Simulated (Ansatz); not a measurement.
## A Si vacancy and a C vacancy, 1.89 Å apart on the ideal sites in 4H-SiC, 94 atoms, charge 0

These are results of Ansatz, DFT, PBEsol, PAW, plane waves, not measurements.

Command:

```sh
ansatz run in.yaml --threads 8 --pin off --max-ram 118750MiB --runs-dir r --events-out ev --progress --plain --backend cuda --devices 0,
```

The input less its lattice and atoms (starting moments on atoms near the defect: 2 μB in all):

```yaml
crystal:
  symmetry: { detect: false }
kpoints:
  mp_grid: { grid: [1, 1, 1], shift: [0.25, 0.25, 0.25] }
hamiltonian:
  xc: pbesol
magnetization:
  spin_polarized: true
scf:
  occupations: { method: fermi_dirac, width: 0.01 }
relax:
  f_tol: 0.03
  max_steps: 80
  escape_saddle: false
  adjacent_minimum: "off"
output:
  forces: true
  eigenvalues: true
  populations: true
```

Start:

```xyz
94
Lattice="9.2342 0.0000 0.0000 0.0000 10.6627 0.0000 0.0000 0.0000 10.0759" Properties=species:S:1:pos:R:3 pbc="T T T"
Si    9.2308   10.6607    5.0352
Si    3.0921   10.6427    5.0239
Si    1.5457    2.6472    5.0817
Si    9.1948    5.3414    5.0254
Si    6.1618   10.6491    5.0167
Si    4.6411    2.6722    5.0296
Si    1.5438    8.0067    4.9961
Si    7.7230    2.6675    5.0499
Si    6.1544    5.3224    5.0314
Si    4.6095    7.9959    4.9993
Si    7.6987    8.0061    4.9940
Si    0.0221    1.7793    2.5425
Si    3.0582    1.7717    2.4949
Si    1.5351    4.4199    2.5302
Si    0.0109    7.0993    2.5294
Si    6.1730    1.7676    2.5347
Si    4.6246    4.4322    2.5178
Si    3.1109    7.1353    2.4880
Si    1.5492    9.7387    2.5096
Si    7.7052    4.4300    2.5270
Si    6.1127    7.1093    2.5035
Si    4.5972    9.7627    2.5217
Si    7.6934    9.7889    2.5006
Si    1.5417    0.8847    7.5511
Si    0.0052    3.5658    7.5603
Si    4.6601    0.9215    7.5533
Si    3.0969    3.5375    7.5595
Si    1.5356    6.1751    7.5389
Si    9.2227    8.8733    7.5356
Si    7.6758    0.8696    7.5796
Si    6.1957    3.5439    7.5193
Si    4.5996    6.2128    7.5378
Si    3.0846    8.9209    7.5803
Si    7.6941    6.2084    7.5332
Si    6.1773    8.8981    7.5400
Si    9.2150   10.6349    0.0180
Si    3.0672   10.6475    0.0110
Si    1.5192    2.6513   10.0690
Si    0.0281    5.3368   10.0549
Si    6.1723   10.6559    0.0143
Si    4.6371    2.6968    0.0072
Si    3.0743    5.3083    0.0061
Si    1.5621    7.9835    0.0127
Si    7.6722    2.6781   10.0655
Si    6.1811    5.3405   10.0664
Si    4.6061    7.9967   10.0460
Si    7.6895    7.9813   10.0605
C     9.2322    0.0020    1.9251
C     3.0788    0.0087    1.9064
C     1.5689    2.6765    1.8536
C     9.2137    5.3304    1.8712
C     6.1560    0.0128    1.8586
C     4.6188    2.6825    1.8994
C     3.0922    5.3166    1.9011
C     1.5347    7.9693    1.8839
C     7.7162    2.6761    1.8859
C     6.1791    5.3522    1.9174
C     4.5999    8.0155    1.8783
C     7.6797    7.9808    1.8753
C     0.0297   10.6624    6.9382
C     3.0829    0.0164    6.9274
C     1.5562    2.6374    6.9263
C     9.2090    5.3302    6.9475
C     6.1388    0.0248    6.9281
C     4.6250    2.7050    6.9592
C     1.5545    8.0228    6.9323
C     7.7239    2.6459    6.9142
C     6.1343    5.3546    6.9275
C     4.6316    8.0035    6.8795
C     7.7057    7.9789    6.9232
C     9.2022    1.7790    4.4319
C     3.0762    1.7575    4.4284
C     1.5696    4.4721    4.3353
C     9.2258    7.0823    4.4513
C     6.1523    1.7872    4.3979
C     4.6094    4.4425    4.3843
C     3.0917    7.1217    4.4382
C     1.5329    9.7702    4.4026
C     7.6797    4.4594    4.4255
C     6.1617    7.0962    4.4020
C     4.5719    9.7920    4.3904
C     7.6954    9.7566    4.3952
C     1.5499    0.8952    9.5017
C     0.0148    3.5645    9.4696
C     4.6338    0.8783    9.4631
C     3.0912    3.5473    9.4374
C     1.5676    6.2302    9.4644
C     0.0372    8.8887    9.5016
C     7.7248    0.9121    9.4633
C     6.1444    3.5539    9.4951
C     4.6074    6.1750    9.4265
C     3.0582    8.8935    9.4308
C     7.7011    6.2117    9.4459
C     6.1637    8.9177    9.4518
```

Steps:

```csv
step,energy less the first (eV),largest force component (eV/Å)
start,0.000,2.131
1,-1.473,1.146
2,-1.959,0.138
3,-1.964,0.023
```

End:

```xyz
94
Lattice="9.2342 0.0000 0.0000 0.0000 10.6627 0.0000 0.0000 0.0000 10.0759" Properties=species:S:1:pos:R:3 pbc="T T T"
Si    0.0034   10.6577    5.0313
Si    3.0829   10.6527    5.0251
Si    1.5614    2.6842    5.0218
Si    0.0312    5.3424    5.0235
Si    6.1618    0.0020    5.0307
Si    4.6037    2.6875    5.0214
Si    1.5516    7.9676    5.0218
Si    7.7005    2.6739    5.0275
Si    6.1282    5.3340    5.0206
Si    4.6143    7.9700    5.0208
Si    7.6983    7.9963    5.0231
Si    0.0088    1.7808    2.5243
Si    3.0817    1.7768    2.5167
Si    1.5479    4.4468    2.5329
Si    0.0047    7.1071    2.5139
Si    6.1555    1.7822    2.5252
Si    4.6150    4.4462    2.5360
Si    3.0816    7.0995    2.5304
Si    1.5432    9.7653    2.5216
Si    7.6992    4.4488    2.5274
Si    6.1577    7.1068    2.5145
Si    4.6204    9.7667    2.5224
Si    7.6983    9.7763    2.5179
Si    1.5503    0.8929    7.5568
Si    9.2327    3.5538    7.5570
Si    4.6082    0.8958    7.5572
Si    3.0823    3.5576    7.5881
Si    1.5360    6.2200    7.5902
Si    0.0049    8.8749    7.5572
Si    7.6995    0.8833    7.5578
Si    6.1638    3.5480    7.5571
Si    4.6238    6.2151    7.5897
Si    3.0801    8.8878    7.5556
Si    7.6939    6.2304    7.5587
Si    6.1544    8.8798    7.5575
Si    0.0038   10.6623    0.0014
Si    3.0805    0.0018    0.0038
Si    1.5349    2.6640    0.0036
Si    9.2302    5.3254    0.0031
Si    6.1580    0.0008    0.0018
Si    4.6270    2.6638    0.0046
Si    3.0798    5.3311    0.0239
Si    1.5434    8.0033    0.0027
Si    7.6982    2.6628    0.0073
Si    6.1650    5.3244    0.0048
Si    4.6177    8.0040    0.0028
Si    7.6970    7.9970    0.0021
C     0.0060    0.0005    1.8877
C     3.0818   10.6581    1.8888
C     1.5474    2.6655    1.8792
C     0.0036    5.3341    1.8780
C     6.1579    0.0015    1.8881
C     4.6173    2.6644    1.8798
C     3.0821    5.3300    1.8883
C     1.5409    7.9923    1.8774
C     7.6995    2.6678    1.8936
C     6.1602    5.3343    1.8794
C     4.6228    7.9930    1.8777
C     7.6984    7.9991    1.8853
C     0.0118   10.6577    6.9238
C     3.0801   10.6626    6.9201
C     1.5528    2.6977    6.9211
C     0.0252    5.3327    6.9231
C     6.1499    0.0040    6.9234
C     4.6084    2.6970    6.9210
C     1.5626    7.9685    6.9203
C     7.7006    2.6623    6.9232
C     6.1376    5.3169    6.9197
C     4.5992    7.9699    6.9203
C     7.6964    7.9979    6.9181
C     0.0070    1.7688    4.4199
C     3.0824    1.7648    4.4101
C     1.4438    4.3857    4.3640
C     9.2331    7.1133    4.4069
C     6.1609    1.7749    4.4199
C     4.7199    4.3838    4.3628
C     3.0828    7.2259    4.3594
C     1.5368    9.7679    4.4166
C     7.7005    4.4580    4.4243
C     6.1644    7.1111    4.4082
C     4.6304    9.7718    4.4176
C     7.6981    9.7723    4.4124
C     1.5430    0.8903    9.4461
C     0.0007    3.5530    9.4479
C     4.6180    0.8904    9.4469
C     3.0811    3.5622    9.4553
C     1.5469    6.2156    9.4555
C     0.0032    8.8828    9.4459
C     7.6986    0.8868    9.4512
C     6.1610    3.5520    9.4484
C     4.6147    6.2153    9.4553
C     3.0806    8.8874    9.4462
C     7.6965    6.2204    9.4429
C     6.1576    8.8841    9.4456
```

The calculation finished and met its thresholds.

Time: 8.2 s of wall time on one NVIDIA GB300 with 8 processor threads, on a host shared with other runs; peak host memory 1.9 GiB.

**Question.** How much energy did the relaxation gain, and which atom moved most?

**Answer.** 1.96 eV in 3 steps, from a start with small random displacements; atom 73 (C) moved 0.16 Å, the median atom 0.03 Å (drift of the whole cell removed).

The moment started at 2 μB and ended at 2.0 μB; no other spin state is shown. The one k point has no symmetry partners, which can distort the end along one axis.
